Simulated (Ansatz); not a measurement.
EuS, 2 atoms in the cell. It takes space group Fm-3m (No. 225, cubic). Conventional cell: a = 5.957 Å, b = 5.957 Å, c = 5.957 Å, α = 90.00°, β = 90.00°, γ = 90.00°. Around Eu (site symmetry m-3m) lie 6 S at 2.98 Å. S (site symmetry m-3m) is surrounded by 6 Eu at 2.98 Å. 

- Program: Ansatz 0.2.0
- Task: single point
- Functional: PBE
- Potentials or basis: Ansatz PAW
- Cutoff: 420 eV (not typed: the program's choice for these potentials)
- k mesh: 8 × 8 × 8
- Occupations: gaussian, width 0.012 eV
- Spin: collinear spin, ferromagnetic start
- Starting moments: [7.0, 0.0] μB

Potentials or basis: Ansatz PAW.

Run with:

```bash
$ ansatz run input.yaml --threads 2 --pin off --max-ram 5632MiB --backend cpu --events-out ev --progress --plain --runs-dir out
```

Hardware: 2 threads of Intel(R) Xeon(R) Platinum 8488C (Sapphire Rapids), on a shared host.

How long does it take, and how much memory?

Wall time 2.4 s on 2 threads of Intel(R) Xeon(R) Platinum 8488C (Sapphire Rapids) (shared host), peak memory 0.52 GiB. Counts: scf iterations 12, plane waves 1037, k points 29, bands 19.
